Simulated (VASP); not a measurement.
# Fe2O3 (Hematite) (R-3c) in VASP: a series of runs

The runs below take Fe2O3 (Hematite) through single point, with PBE+U.

Program: VASP 6.6.1. These are calculated values, not measurements. Logs are shortened: lines on timing, memory, paths and dates and some standing lists are left out, and cuts for length are marked.

## Step 1: The structure

Symmetry: R-3c, No. 167, trigonal system. The conventional cell has a = 5.104 Å, b = 5.104 Å, c = 13.942 Å, α = 90.00°, β = 90.00°, γ = 120.00°. Fe (site symmetry 3) has 6 O at 1.97 to 2.14 Å as nearest neighbours. Around O (site symmetry 2) lie 4 Fe at 1.97 to 2.14 Å.

## Step 2: Single point, PBE+U, collinear spin, typed start

INCAR

```
ALGO     = Normal         # electronic algorithm
EDIFF    = 1E-6           # SCF threshold, eV
ENCUT    = 520            # plane-wave cutoff, eV
GGA      = PE             # functional
ISIF     = 2              # what is computed and relaxed
ISMEAR   = 0              # smearing method
ISPIN    = 2              # spin polarisation
LASPH    = T              # aspherical terms in the spheres
LCHARG   = F              # write CHGCAR
LDAU     = T              # DFT+U
LDAUJ    = 0 0          
LDAUL    = 2 -1           # shell
LDAUPRINT= 1            
LDAUTYPE = 2            
LDAUU    = 4 0            # U, eV
LMAXMIX  = 4              # l up to which the mixer works
LORBIT   = 11             # projections on sites
LREAL    = F              # projectors in reciprocal space
LWAVE    = F              # write WAVECAR
MAGMOM   = 4.19 -4.19 4.19 -4.19 0 0 0 0 0 0 # initial moments
NBANDS   = 49             # bands
NELM     = 150            # most SCF steps
PREC     = Accurate       # precision mode
SIGMA    = 0.05           # smearing width, eV
```

KPOINTS

```
k-points
0
Gamma
  4 4 4
```

POSCAR

```
Fe2O3
1.0
    2.5520435680      1.4734230410      4.6474546071
   -2.5520435680      1.4734230410      4.6474546071
    0.0000000000     -2.9468460819      4.6474546071
Fe O
4 6
Direct
    0.3553279765      0.3553279765      0.3553279765
    0.1446720250      0.1446720250      0.1446720250
    0.6446720235      0.6446720235      0.6446720235
    0.8553279750      0.8553279750      0.8553279750
    0.5555685418      0.9444314564      0.2500000017
    0.2500000017      0.5555685418      0.9444314564
    0.9444314564      0.2500000017      0.5555685418
    0.4444314582      0.0555685436      0.7499999983
    0.7499999983      0.4444314582      0.0555685436
    0.0555685436      0.7499999983      0.4444314582
```

Potentials or basis: VASP PAW PBE potentials, release 64 (Fe, O).

On the command line:

```sh
> cat potpaw_PBE.64/Fe/POTCAR potpaw_PBE.64/O/POTCAR > POTCAR
> mpirun -np 1 vasp_std > vasp.out
```

OUTCAR:

```text
EDIFF = 1E-6
   ENCUT = 520
   GGA = PE
   ISIF = 2
   ISMEAR = 0
   ISPIN = 2
   LASPH = T
   LORBIT = 11
   LREAL = F
   NELM = 150
   PREC = Accurate

 ion  position               nearest neighbor table
   1  0.355  0.355  0.355-   8 1.97  10 1.97   9 1.97   6 2.14   5 2.14   7 2.14   2 2.94   3 3.01
                             3 3.01   3 3.01
   2  0.145  0.145  0.145-   8 1.97   9 1.97  10 1.97   7 2.14   5 2.14   6 2.14   1 2.94   4 3.01
                             4 3.01   4 3.01
   3  0.645  0.645  0.645-   5 1.97   7 1.97   6 1.97   9 2.14   8 2.14  10 2.14   4 2.94   1 3.01
                             1 3.01   1 3.01
   4  0.855  0.855  0.855-   5 1.97   6 1.97   7 1.97  10 2.14   8 2.14   9 2.14   3 2.94   2 3.01
                             2 3.01   2 3.01
   5  0.556  0.944  0.250-   3 1.97   4 1.97   2 2.14   1 2.14
   6  0.250  0.556  0.944-   3 1.97   4 1.97   2 2.14   1 2.14
   7  0.944  0.250  0.556-   3 1.97   4 1.97   2 2.14   1 2.14
   8  0.444  0.056  0.750-   1 1.97   2 1.97   4 2.14   3 2.14
   9  0.750  0.444  0.056-   1 1.97   2 1.97   4 2.14   3 2.14
  10  0.056  0.750  0.444-   1 1.97   2 1.97   4 2.14   3 2.14

  LATTYP: Found a trigonal (rhomboedric) cell.
 ALAT       =     5.5029752094
 COS(alpha) =     0.5698587909

  Lattice vectors:

 A1 = (   2.5520435680,   1.4734230410,   4.6474546071)
 A2 = (  -2.5520435680,   1.4734230410,   4.6474546071)
 A3 = (   0.0000000000,  -2.9468460819,   4.6474546071)

Analysis of symmetry for initial positions (statically):
=====================================================================
 Subroutine PRICEL returns:
 Original cell was already a primitive cell.

 Routine SETGRP: Setting up the symmetry group for a
 trigonal (rhombohedral) supercell.

 Subroutine GETGRP returns: Found 12 space group operations
 (whereof  6 operations were pure point group operations)
 out of a pool of 12 trial point group operations.

The static configuration has the point symmetry S_6 .
 The point group associated with its full space group is D_3d.

Analysis of symmetry for dynamics (positions and initial velocities):
=====================================================================
 Subroutine PRICEL returns:
 Original cell was already a primitive cell.

 Routine SETGRP: Setting up the symmetry group for a
 trigonal (rhombohedral) supercell.

 Subroutine GETGRP returns: Found 12 space group operations
 (whereof  6 operations were pure point group operations)
 out of a pool of 12 trial point group operations.

The dynamic configuration has the point symmetry S_6 .
 The point group associated with its full space group is D_3d.

Analysis of structural, dynamic, and magnetic symmetry:
=====================================================================
 Subroutine PRICEL returns:
 Original cell was already a primitive cell.

 Routine SETGRP: Setting up the symmetry group for a
 trigonal (rhombohedral) supercell.

 Subroutine GETGRP returns: Found 12 space group operations
 (whereof  6 operations were pure point group operations)
 out of a pool of 12 trial point group operations.

The overall configuration has the point symmetry S_6 .
 The point group associated with its full space group is D_3d.

 Subroutine INISYM returns: Found 12 space group operations
 (whereof  6 operations are pure point group operations),
 and found     1 'primitive' translations

----------------------------------------------------------------------------------------

                                     Primitive cell

  volume of cell :     104.8533

  direct lattice vectors                    reciprocal lattice vectors
     2.552043568  1.473423041  4.647454607     0.195921420  0.113115285  0.071723849
    -2.552043568  1.473423041  4.647454607    -0.195921420  0.113115285  0.071723849
     0.000000000 -2.946846082  4.647454607     0.000000000 -0.226230569  0.071723849

[... 117 lines left out ...]
   LHFCALC =     F    Hartree Fock is set to
   AEXX    =    0.0000 exact exchange contribution
   IVDW    =     0    specifies the selected vdW correction
   LEPSILON=     F    determine dielectric tensor
   LRPA    =     F    only Hartree local field effects (RPA)
 spin polarized calculation
 Gauss-broadening in eV      SIGMA  =   0.05
  energy-cutoff  :      520.00
  volume of cell :      104.85
 maximum number of plane-waves:      2849
 NGX is ok and might be reduce to    42
   NGX = 21   NGY = 21   NGZ = 21

 number of electron      68.0000006 magnetization      -0.0000000

atom =   1  type =  1  l = 2

 onsite density matrix

spin component  1
[... 116 lines left out ...]
  o =  0.0895  v =  0.5206  0.4935 -0.0000 -0.3890  0.5781  0.0000  0.0000  0.0000  0.0000  0.0000      0.0000  0.0000  0.0000  0.0000  0.0000  0.0000  0.0000  0.0000  0.0000  0.0000
  o =  0.0895  v =  0.5781  0.3890 -0.0000  0.4935 -0.5206  0.0000  0.0000  0.0000  0.0000  0.0000      0.0000  0.0000  0.0000  0.0000  0.0000  0.0000  0.0000  0.0000  0.0000  0.0000
  o =  0.0921  v =  0.0000  0.0000  1.0000  0.0000 -0.0000  0.0000  0.0000  0.0000  0.0000  0.0000      0.0000  0.0000  0.0000  0.0000  0.0000  0.0000  0.0000  0.0000  0.0000  0.0000
  o =  0.2880  v = -0.5010  0.5318 -0.0000  0.5678  0.3793  0.0000  0.0000  0.0000  0.0000  0.0000      0.0000  0.0000  0.0000  0.0000  0.0000  0.0000  0.0000  0.0000  0.0000  0.0000
  o =  0.2880  v =  0.3793 -0.5678  0.0000  0.5318  0.5010  0.0000  0.0000  0.0000  0.0000  0.0000      0.0000  0.0000  0.0000  0.0000  0.0000  0.0000  0.0000  0.0000  0.0000  0.0000
  o =  0.9753  v =  0.0000  0.0000  0.0000  0.0000  0.0000 -0.5297 -0.4796  0.0000  0.3798 -0.5875      0.0000  0.0000  0.0000  0.0000  0.0000  0.0000  0.0000  0.0000  0.0000  0.0000
  o =  0.9753  v =  0.0000  0.0000  0.0000  0.0000  0.0000 -0.5875 -0.3798  0.0000 -0.4796  0.5297      0.0000  0.0000  0.0000  0.0000  0.0000  0.0000  0.0000  0.0000  0.0000  0.0000
  o =  0.9788  v =  0.0000  0.0000  0.0000  0.0000  0.0000  0.0000  0.0000  1.0000  0.0000 -0.0000      0.0000  0.0000  0.0000  0.0000  0.0000  0.0000  0.0000  0.0000  0.0000  0.0000
  o =  1.0290  v =  0.0000  0.0000  0.0000  0.0000  0.0000 -0.4881  0.5429  0.0000  0.5753  0.3688      0.0000  0.0000  0.0000  0.0000  0.0000  0.0000  0.0000  0.0000  0.0000  0.0000
  o =  1.0290  v =  0.0000  0.0000  0.0000  0.0000  0.0000  0.3688 -0.5753 -0.0000  0.5429  0.4881      0.0000  0.0000  0.0000  0.0000  0.0000  0.0000  0.0000  0.0000  0.0000  0.0000

 number of electron      68.0000006 magnetization       0.0000000

 Free energy of the ion-electron system (eV)
  ---------------------------------------------------
  ext. energy  EPLUGINS =         0.00000000
  ---------------------------------------------------
  free energy    TOTEN  =       -68.60538871 eV

  energy without entropy =      -68.60538871  energy(sigma->0) =      -68.60538871

 E-fermi :   3.2215     XC(G=0): -11.3854

 val. band max:        2.9838874584   @ k =  -0.2500   0.2500   0.0000
 cond. band min:       5.1658912395   @ k =   0.5000   0.5000   0.0000
 fundamental gap:      2.1820037811
 Fermi energy:         3.2215082287

 spin component 1

 k-point     1 :       0.0000    0.0000    0.0000
  band No.  band energies     occupation
      1     -15.2234      1.00000
      2     -13.7773      1.00000
      3     -13.7416      1.00000
      4     -13.7416      1.00000
      5     -13.6948      1.00000
      6     -13.6948      1.00000
[... 626 lines left out ...]
     45      10.4709      0.00000
     46      10.6602      0.00000
 Fermi energy:         3.2215082287

 spin component 2

 k-point     1 :       0.0000    0.0000    0.0000
  band No.  band energies     occupation
      1     -15.2234      1.00000
      2     -13.7773      1.00000
      3     -13.7416      1.00000
      4     -13.7416      1.00000
      5     -13.6948      1.00000
      6     -13.6948      1.00000
[... 626 lines left out ...]
     45      10.4709      0.00000
     46      10.6602      0.00000
 [bands above 46 left out]

------------------------ aborting loop because EDIFF is reached ----------------------------------------

  FORCE on cell =-STRESS in cart. coord.  units (eV):
  Direction    XX          YY          ZZ          XY          YZ          ZX
  --------------------------------------------------------------------------------------
  -------------------------------------------------------------------------------------
  Total       -2.3420447     -2.3420447     -2.1065955      0.0000000     -0.0000000      0.0000000
  in kB      -35.7868775    -35.7868775    -32.1891702      0.0000000     -0.0000000      0.0000000
  external PRESSURE =     -34.5876417 kB  Pullay stress =       0.0000000 kB

 VOLUME and BASIS-vectors are now :
 -----------------------------------------------------------------------------
  energy-cutoff  :      520.00
  volume of cell :      104.85
      direct lattice vectors                 reciprocal lattice vectors
     2.552043568  1.473423041  4.647454607     0.195921420  0.113115285  0.071723849
    -2.552043568  1.473423041  4.647454607    -0.195921420  0.113115285  0.071723849
     0.000000000 -2.946846082  4.647454607     0.000000000 -0.226230569  0.071723849

 POSITION                                       TOTAL-FORCE (eV/Angst)
 -----------------------------------------------------------------------------------
      0.00000      0.00000      4.95411         0.000000     -0.000000     -0.129168
      0.00000      0.00000      2.01707         0.000000      0.000000      0.129168
      0.00000      0.00000      8.98825         0.000000      0.000000      0.129168
      0.00000      0.00000     11.92529         0.000000     -0.000000     -0.129168
     -0.99240      1.47342      8.13305         0.019826      0.000000     -0.000000
     -0.77982     -1.59615      8.13305        -0.009913      0.017170      0.000000
      1.77222      0.12273      8.13305        -0.009913     -0.017170      0.000000
      0.99240     -1.47342      5.80932        -0.019826      0.000000     -0.000000
      0.77982      1.59615      5.80932         0.009913     -0.017170      0.000000
     -1.77222     -0.12273      5.80932         0.009913      0.017170      0.000000
 -----------------------------------------------------------------------------------
    total drift:                                0.000000     -0.000000     -0.000075

  FREE ENERGIE OF THE ION-ELECTRON SYSTEM (eV)
  ---------------------------------------------------
  free  energy   TOTEN  =       -68.6053887099 eV

  energy  without entropy=      -68.6053887099  energy(sigma->0) =      -68.60538871

 total charge

# of ion       s       p       d       tot
------------------------------------------
    1        0.366   0.510   5.810   6.687
    2        0.366   0.510   5.810   6.687
    3        0.366   0.510   5.810   6.687
    4        0.366   0.510   5.810   6.687
    5        1.563   3.453   0.000   5.016
    6        1.563   3.453   0.000   5.016
    7        1.563   3.453   0.000   5.016
    8        1.563   3.453   0.000   5.016
    9        1.563   3.453   0.000   5.016
   10        1.563   3.453   0.000   5.016
--------------------------------------------------
tot         10.844  22.757  23.242  56.843

 magnetization (x)

# of ion       s       p       d       tot
------------------------------------------
    1        0.013   0.016   4.136   4.164
    2       -0.013  -0.016  -4.136  -4.164
    3        0.013   0.016   4.136   4.164
    4       -0.013  -0.016  -4.136  -4.164
    5        0.000   0.000   0.000   0.000
    6        0.000   0.000   0.000   0.000
    7        0.000   0.000   0.000   0.000
    8        0.000   0.000   0.000   0.000
    9        0.000   0.000   0.000   0.000
   10        0.000   0.000   0.000   0.000
--------------------------------------------------
tot          0.000   0.000  -0.000  -0.000
```

Run time: 4.6 min. Hardware: 1 thread of Intel Xeon Platinum 8375C at 2.90GHz (Ice Lake), shared host; peak memory 0.36 GiB.

What came out:

```
Free energy                                           : -68.6054 eV
Pressure                                              : -3.5 GPa
Largest force                                         : 0.129 eV/Å
Band gap on the k mesh                                : 2.18 eV, indirect (least direct gap 2.23 eV)
Net moment                                            : 0.00 μB per cell
Site moments                                          : Fe +4.16, -4.16; O +0.00 μB
Valence electrons inside the program's atomic spheres : Fe 6.69; O 5.02
```

Forces on the atoms (eV/Å):
```
Fe   0.000  0.000 -0.129
Fe   0.000  0.000  0.129
Fe   0.000  0.000  0.129
Fe   0.000  0.000 -0.129
O    0.020  0.000  0.000
O   -0.010  0.017  0.000
O   -0.010 -0.017  0.000
O   -0.020  0.000  0.000
O    0.010 -0.017  0.000
O    0.010  0.017  0.000
```

Levels at points of the mesh, in eV from the valence-band top:
Spin up:
| k point | band 31 | band 32 | band 33 | band 34 | band 35 | band 36 | band 37 | band 38 |
| --- | --- | --- | --- | --- | --- | --- | --- | --- |
| (0.00, 0.00, 0.00) | -0.35 | -0.35 | -0.27 | -0.27 | 2.40 | 2.59 | 2.59 | 2.74 |
| (0.50, 0.00, 0.00) | -0.77 | -0.70 | -0.33 | -0.14 | 2.23 | 2.29 | 2.56 | 2.61 |
| (0.50, 0.50, 0.00) | -0.88 | -0.87 | -0.47 | -0.26 | 2.18 | 2.42 | 2.58 | 2.66 |
| (0.50, 0.50, 0.50) | -0.62 | -0.62 | -0.16 | -0.16 | 2.48 | 2.48 | 2.53 | 2.55 |
Spin down:
| k point | band 32 | band 33 | band 34 | band 35 | band 36 | band 37 |
| --- | --- | --- | --- | --- | --- | --- |
| (0.00, 0.00, 0.00) | -0.35 | -0.27 | -0.27 | 2.40 | 2.59 | 2.59 |
| (0.50, 0.00, 0.00) | -0.70 | -0.33 | -0.14 | 2.23 | 2.29 | 2.56 |
| (0.50, 0.50, 0.00) | -0.87 | -0.47 | -0.26 | 2.18 | 2.42 | 2.58 |
| (0.50, 0.50, 0.50) | -0.62 | -0.16 | -0.16 | 2.48 | 2.48 | 2.53 |

Eigenvalues of the final occupation matrices:
| site | spin | trace | eigenvalues |
| --- | --- | --- | --- |
| site 1 d | 1 | 4.99 | 0.98 0.98 0.98 1.03 1.03 |
| site 1 d | 2 | 0.85 | 0.09 0.09 0.09 0.29 0.29 |
| site 2 d | 1 | 0.85 | 0.09 0.09 0.09 0.29 0.29 |
| site 2 d | 2 | 4.99 | 0.98 0.98 0.98 1.03 1.03 |
| site 3 d | 1 | 4.99 | 0.98 0.98 0.98 1.03 1.03 |
| site 3 d | 2 | 0.85 | 0.09 0.09 0.09 0.29 0.29 |
| site 4 d | 1 | 0.85 | 0.09 0.09 0.09 0.29 0.29 |
| site 4 d | 2 | 4.99 | 0.98 0.98 0.98 1.03 1.03 |

A k mesh can miss the band edges. The state reached can hang on the start; a lower one may exist.

(Continued in part 2 of 2.)
